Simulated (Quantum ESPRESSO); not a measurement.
# Te2Mo in Quantum ESPRESSO: reference runs

Aim: a first look at Te2Mo with PBE, on the cell as given.

Program: Quantum ESPRESSO 7.5. These are calculated values, not measurements. Logs are shortened: lines on timing, memory, paths and dates and some standing lists are left out, and cuts for length are marked.

## Step 1: The structure

The cell holds a slab with vacuum, 3 atoms: a = 3.560 Å, b = 3.560 Å, c = 17.524 Å, α = 90.00°, β = 90.00°, γ = 120.00°.

## Step 2: Single point, PBE

The input, pw.in:

```
&CONTROL
  calculation = 'scf'
  prefix = 'pwscf'
  outdir = './tmp'
  pseudo_dir = './pseudo'
  tprnfor = .true.
  tstress = .true.
  disk_io = 'low'
/
&SYSTEM
  ibrav = 0
  celldm(1) = 8
  nat = 3
  ntyp = 2
  ecutwfc = 60
  ecutrho = 440
  nbnd = 20
  occupations = 'smearing'
  smearing = 'fd'
  degauss = 0.00367493
/
&ELECTRONS
  conv_thr = 6d-10
  electron_maxstep = 120
  mixing_beta = 0.5
/
ATOMIC_SPECIES
Te   127.6000 Te_pbe_v1.uspp.F.UPF
Mo    95.9500 Mo_ONCV_PBE-1.0.oncvpsp.upf
CELL_PARAMETERS alat
  0.8409831197957   0.0000000000000   0.0000000000000
 -0.4204915598979   0.7283127458944   0.0000000000000
  0.0000000000000   0.0000000000000   4.1394587339883
ATOMIC_POSITIONS crystal
Te     0.3333333333    0.6666666667    0.1021445500
Te     0.3333333333    0.6666666667    0.8978554500
Mo     0.0000000000    0.0000000000    0.0000000000
K_POINTS automatic
9 9 2 0 0 0
```

The input, pp_density.in:

```
&INPUTPP
  prefix = 'pwscf'
  outdir = './tmp'
  filplot = 'density.dat'
  plot_num = 0
/
&PLOT
  nfile = 1
  filepp(1) = 'density.dat'
  iflag = 3
  output_format = 6
  fileout = 'density.cube'
/
```

The input, pp_potential.in:

```
&INPUTPP
  prefix = 'pwscf'
  outdir = './tmp'
  filplot = 'potential.dat'
  plot_num = 11
/
&PLOT
  nfile = 1
  filepp(1) = 'potential.dat'
  iflag = 3
  output_format = 6
  fileout = 'potential.cube'
/
```

Potentials or basis: SSSP 1.3 efficiency PBE.

Launch:

```bash
> OMP_NUM_THREADS=1 mpirun -n 2 pw.x -nk 2 -in pw.in > pw.out
> OMP_NUM_THREADS=1 mpirun -n 1 pp.x -in pp_density.in > pp_density.out
> OMP_NUM_THREADS=1 mpirun -n 1 pp.x -in pp_potential.in > pp_potential.out
```

pw.out:

```text
This program is part of the open-source Quantum ESPRESSO suite
     for quantum simulation of materials; please cite
[... 6 lines left out ...]
     using ibrav=0 with symmetry is DISCOURAGED, use correct ibrav instead

     K-points division:     npool     =       2
     Subspace diagonalization in iterative solution of the eigenvalue problem:
     a serial algorithm will be used

     G-vector sticks info
     --------------------
     sticks:   dense  smooth     PW     G-vecs:    dense   smooth      PW
     Sum        1369     745    211               202397    81559   12815

     Using Slab Decomposition

     bravais-lattice index     =            0
     lattice parameter (alat)  =       8.0000  a.u.
     unit-cell volume          =    1298.1316 (a.u.)^3
     number of atoms/cell      =            3
     number of atomic types    =            2
     number of electrons       =        26.00
     number of Kohn-Sham states=           20
     kinetic-energy cutoff     =      60.0000  Ry
     charge density cutoff     =     440.0000  Ry
     scf convergence threshold =      6.0E-10
     mixing beta               =       0.5000
     number of iterations used =            8  plain     mixing
     Exchange-correlation= PBE
                           (   1   4   3   4   0   0   0)

     celldm(1)=   8.000000  celldm(2)=   0.000000  celldm(3)=   0.000000
     celldm(4)=   0.000000  celldm(5)=   0.000000  celldm(6)=   0.000000

     crystal axes: (cart. coord. in units of alat)
               a(1) = (   0.840983   0.000000   0.000000 )
               a(2) = (  -0.420492   0.728313   0.000000 )
               a(3) = (   0.000000   0.000000   4.139459 )

     reciprocal axes: (cart. coord. in units 2 pi/alat)
               b(1) = (  1.189085  0.686518 -0.000000 )
               b(2) = (  0.000000  1.373037  0.000000 )
               b(3) = (  0.000000 -0.000000  0.241577 )

     PseudoPot. # 1 for Te read from file:
     Te_pbe_v1.uspp.F.UPF
     Pseudo is Ultrasoft + core correction, Zval =  6.0
     Generated by new atomic code, or converted to UPF format
     Using radial grid of  891 points,  5 beta functions with:
                l(1) =   0
                l(2) =   0
                l(3) =   1
                l(4) =   1
                l(5) =   2
     Q(r) pseudized with  6 coefficients,  rinner =    1.800   1.800   1.800
                                                       1.800   1.800

     PseudoPot. # 2 for Mo read from file:
     Mo_ONCV_PBE-1.0.oncvpsp.upf
     Pseudo is Norm-conserving, Zval = 14.0
     Generated using ONCVPSP code by D. R. Hamann
     Using radial grid of 1526 points,  6 beta functions with:
                l(1) =   0
                l(2) =   0
                l(3) =   1
                l(4) =   1
                l(5) =   2
                l(6) =   2

     atomic species   valence    mass     pseudopotential
     Te                6.00   127.60000     Te( 1.00)
     Mo               14.00    95.95000     Mo( 1.00)

     12 Sym. Ops. (no inversion) found

   Cartesian axes

     site n.     atom                  positions (alat units)
         1        Te     tau(   1) = (  -0.0000000   0.4855418   0.4228231  )
         2        Te     tau(   2) = (  -0.0000000   0.4855418   3.7166356  )
         3        Mo     tau(   3) = (   0.0000000   0.0000000   0.0000000  )

     number of k points=    24  Fermi-Dirac smearing, width (Ry)=  0.0037
                       cart. coord. in units 2pi/alat
        k(    1) = (   0.0000000   0.0000000   0.0000000), wk =   0.0123457
        k(    2) = (   0.0000000   0.0000000  -0.1207887), wk =   0.0123457
        k(    3) = (   0.0000000   0.1525596   0.0000000), wk =   0.0740741
        k(    4) = (   0.0000000   0.1525596  -0.1207887), wk =   0.0740741
        k(    5) = (   0.0000000   0.3051192   0.0000000), wk =   0.0740741
        k(    6) = (   0.0000000   0.3051192  -0.1207887), wk =   0.0740741
[... 16 lines left out ...]
        k(   23) = (   0.3963615   0.6865183   0.0000000), wk =   0.0246914
        k(   24) = (   0.3963615   0.6865183  -0.1207887), wk =   0.0246914

     Dense  grid:   202397 G-vectors     FFT dimensions: (  45,  45, 225)

     Smooth grid:    81559 G-vectors     FFT dimensions: (  36,  36, 180)

     Initial potential from superposition of free atoms

     starting charge      25.9986, renormalised to      26.0000

     negative rho (up, down):  9.512E-04 0.000E+00
     Starting wfcs are   18 randomized atomic wfcs +    2 random wfcs

     Self-consistent Calculation

     iteration #  1     ecut=    60.00 Ry     beta= 0.50
     Davidson diagonalization with overlap
     ethr =  1.00E-02,  avg # of iterations =  5.7

     negative rho (up, down):  4.322E-04 0.000E+00

     total energy              =    -189.87976239 Ry
     estimated scf accuracy    <       0.56342157 Ry

     iteration #  2     ecut=    60.00 Ry     beta= 0.50
     Davidson diagonalization with overlap
     ethr =  2.17E-03,  avg # of iterations =  5.6

     total energy              =    -189.70535332 Ry
     estimated scf accuracy    <       4.56753503 Ry

     iteration #  3     ecut=    60.00 Ry     beta= 0.50
     Davidson diagonalization with overlap
     ethr =  2.17E-03,  avg # of iterations =  2.5

     total energy              =    -190.19073975 Ry
     estimated scf accuracy    <       0.02191865 Ry

     iteration #  4     ecut=    60.00 Ry     beta= 0.50
     Davidson diagonalization with overlap
     ethr =  8.43E-05,  avg # of iterations =  6.7

     total energy              =    -190.19356509 Ry
     estimated scf accuracy    <       0.00567841 Ry

     iteration #  5     ecut=    60.00 Ry     beta= 0.50
     Davidson diagonalization with overlap
     ethr =  2.18E-05,  avg # of iterations =  3.5

     total energy              =    -190.19431422 Ry
     estimated scf accuracy    <       0.00049048 Ry

     iteration #  6     ecut=    60.00 Ry     beta= 0.50
     Davidson diagonalization with overlap
     ethr =  1.89E-06,  avg # of iterations =  5.7

     negative rho (up, down):  6.582E-07 0.000E+00

     total energy              =    -190.19439431 Ry
     estimated scf accuracy    <       0.00003403 Ry
[... 26 lines left out ...]
     iteration # 10     ecut=    60.00 Ry     beta= 0.50
     Davidson diagonalization with overlap
     ethr =  2.09E-09,  avg # of iterations =  1.0

     negative rho (up, down):  2.987E-07 0.000E+00

     total energy              =    -190.19439794 Ry
     estimated scf accuracy    <       0.00000008 Ry

     iteration # 11     ecut=    60.00 Ry     beta= 0.50
     Davidson diagonalization with overlap
     ethr =  3.26E-10,  avg # of iterations =  2.2

     negative rho (up, down):  1.500E-07 0.000E+00

     total energy              =    -190.19439795 Ry
     estimated scf accuracy    <          2.5E-09 Ry

     iteration # 12     ecut=    60.00 Ry     beta= 0.50
     Davidson diagonalization with overlap
     ethr =  9.77E-12,  avg # of iterations =  3.5

     negative rho (up, down):  9.938E-08 0.000E+00

     total energy              =    -190.19439795 Ry
     estimated scf accuracy    <          7.0E-10 Ry

     iteration # 13     ecut=    60.00 Ry     beta= 0.50
     Davidson diagonalization with overlap
     ethr =  2.70E-12,  avg # of iterations =  2.3

     negative rho (up, down):  5.944E-08 0.000E+00

     End of self-consistent calculation

          k = 0.0000 0.0000 0.0000 ( 10191 PWs)   bands (ev):

   -59.8564 -33.9905 -33.8971 -33.8971 -11.7093 -10.7345  -4.0868  -0.8446
    -0.8446  -0.7818  -0.0491  -0.0491   0.4850   3.9081   3.9081   4.1839
     4.1839   5.0260   5.5081   6.3541

          k = 0.0000 0.0000-0.1208 ( 10174 PWs)   bands (ev):

   -59.8564 -33.9905 -33.8971 -33.8971 -11.7093 -10.7345  -4.0868  -0.8446
    -0.8446  -0.7818  -0.0491  -0.0491   0.4851   3.9081   3.9081   4.1839
     4.1839   5.1617   5.2563   6.7730

          k = 0.0000 0.1526 0.0000 ( 10215 PWs)   bands (ev):

   -59.8554 -33.9876 -33.9106 -33.9003 -11.5450 -10.6216  -3.9081  -1.2168
    -1.1236  -0.7086  -0.2680   0.0895   0.4547   3.3290   3.3635   3.8418
     4.0583   5.2809   5.7119   6.6322

          k = 0.0000 0.1526-0.1208 ( 10228 PWs)   bands (ev):

   -59.8554 -33.9876 -33.9106 -33.9003 -11.5450 -10.6216  -3.9081  -1.2168
    -1.1236  -0.7086  -0.2680   0.0894   0.4547   3.3289   3.3638   3.8418
     4.0583   5.4330   5.4589   6.9663

          k = 0.0000 0.3051 0.0000 ( 10198 PWs)   bands (ev):

   -59.8530 -33.9804 -33.9447 -33.9083 -11.0830 -10.3060  -3.4667  -2.1174
    -1.8252  -0.7345  -0.3416  -0.1327   0.2227   2.4923   3.0181   3.1722
     4.3190   5.7859   6.2786   7.1030

          k = 0.0000 0.3051-0.1208 ( 10194 PWs)   bands (ev):

   -59.8530 -33.9804 -33.9447 -33.9083 -11.0830 -10.3060  -3.4667  -2.1174
    -1.8252  -0.7345  -0.3416  -0.1327   0.2227   2.4924   3.0179   3.1722
     4.3190   5.9111   6.0370   7.4940

          k = 0.0000 0.4577 0.0000 ( 10178 PWs)   bands (ev):

   -59.8502 -33.9832 -33.9722 -33.9174 -10.4381  -9.8751  -3.5720  -2.7744
    -2.6412  -1.1686  -0.5249  -0.0613   0.1227   2.3594   2.6017   3.5094
     4.4788   6.3213   6.6825   6.9263

          k = 0.0000 0.4577-0.1208 ( 10184 PWs)   bands (ev):

   -59.8502 -33.9832 -33.9722 -33.9174 -10.4381  -9.8751  -3.5720  -2.7744
    -2.6412  -1.1686  -0.5249  -0.0613   0.1227   2.3594   2.6017   3.5093
     4.4788   6.3437   6.7275   6.8229
[... 67 lines left out ...]
          k = 0.2642 0.4577-0.1208 ( 10188 PWs)   bands (ev):

   -59.8490 -33.9856 -33.9686 -33.9359 -10.1159  -9.6553  -3.5618  -2.9247
    -2.3622  -1.9260  -1.3674  -0.2947   0.4576   2.2587   2.5216   2.9573
     4.4234   6.6823   7.2892   7.3838

          k = 0.2642 0.6102 0.0000 ( 10185 PWs)   bands (ev):

   -59.8476 -33.9948 -33.9645 -33.9505  -9.6744  -9.3653  -3.8814  -3.5008
    -2.3683  -1.9574  -1.8041  -0.6775   0.6833   2.1834   2.9278   2.9848
     4.6701   5.6423   7.1881   7.9071

          k = 0.2642 0.6102-0.1208 ( 10194 PWs)   bands (ev):

   -59.8476 -33.9948 -33.9645 -33.9505  -9.6744  -9.3653  -3.8814  -3.5008
    -2.3683  -1.9574  -1.8041  -0.6775   0.6833   2.1834   2.9278   2.9848
     4.6701   5.6424   7.1884   7.8947

          k = 0.3964 0.6865 0.0000 ( 10206 PWs)   bands (ev):

   -59.8471 -33.9845 -33.9690 -33.9630  -9.5168  -9.2554  -3.6255  -3.4814
    -2.9224  -2.0821  -2.0428  -0.8215   0.8820   1.9293   2.7623   3.3735
     4.9192   5.8992   6.0324   8.2379

          k = 0.3964 0.6865-0.1208 ( 10194 PWs)   bands (ev):

   -59.8471 -33.9845 -33.9690 -33.9630  -9.5168  -9.2554  -3.6255  -3.4814
    -2.9224  -2.0821  -2.0428  -0.8215   0.8820   1.9293   2.7623   3.3736
     4.9191   5.8992   6.0324   8.2358

     the Fermi energy is     1.4074 ev

!    total energy              =    -190.19439795 Ry
     estimated scf accuracy    <          3.0E-11 Ry
     smearing contrib. (-TS)   =      -0.00000013 Ry
     internal energy E=F+TS    =    -190.19439782 Ry

     The total energy is F=E-TS. E is the sum of the following terms:
     one-electron contribution =    -695.90421462 Ry
     hartree contribution      =     349.40686081 Ry
     xc contribution           =     -44.59680387 Ry
     ewald contribution        =     200.89975986 Ry

     convergence has been achieved in  13 iterations

     negative rho (up, down):  5.944E-08 0.000E+00

     Forces acting on atoms (cartesian axes, Ry/au):

     atom    1 type  1   force =     0.00000000    0.00000000    0.01275557
     atom    2 type  1   force =    -0.00000000   -0.00000000   -0.01275557
     atom    3 type  2   force =     0.00000000    0.00000000    0.00000000

     Total force =     0.018039     Total SCF correction =     0.000004

     Computing stress (Cartesian axis) and pressure

     negative rho (up, down):  5.944E-08 0.000E+00
          total   stress  (Ry/bohr**3)                   (kbar)     P=        6.35
   0.00003169   0.00000000   0.00000000            4.66        0.00        0.00
   0.00000000   0.00003169  -0.00000000            0.00        4.66       -0.00
   0.00000000  -0.00000000   0.00006612            0.00       -0.00        9.73

=------------------------------------------------------------------------------=
   JOB DONE.
=------------------------------------------------------------------------------=
```

Run time: 51 s. Hardware: 2 MPI ranks of Intel Xeon 6975P-C (Granite Rapids), shared host; peak memory 0.72 GiB.

What came out:

```
Free energy            : -2587.7266 eV
Largest force          : 0.328 eV/Å
Band gap on the k mesh : 1.05 eV, direct
```

Forces on the atoms (eV/Å):
```
Te   0.000  0.000  0.328
Te   0.000  0.000 -0.328
Mo   0.000  0.000  0.000
```

Stress tensor (GPa, compression positive):
```
0.47 0.00 0.00
0.00 0.47 0.00
0.00 0.00 0.97
```

Levels at points of the mesh, in eV from the valence-band top:
| k point | band 11 | band 12 | band 13 | band 14 | band 15 | band 16 |
| --- | --- | --- | --- | --- | --- | --- |
| (0.00, 0.00, 0.00) | -0.93 | -0.93 | -0.40 | 3.03 | 3.03 | 3.30 |
| (0.00, 0.00, -0.50) | -0.93 | -0.93 | -0.40 | 3.03 | 3.03 | 3.30 |

Caveat: spin-orbit coupling is left out, which moves the levels of the heavy elements.
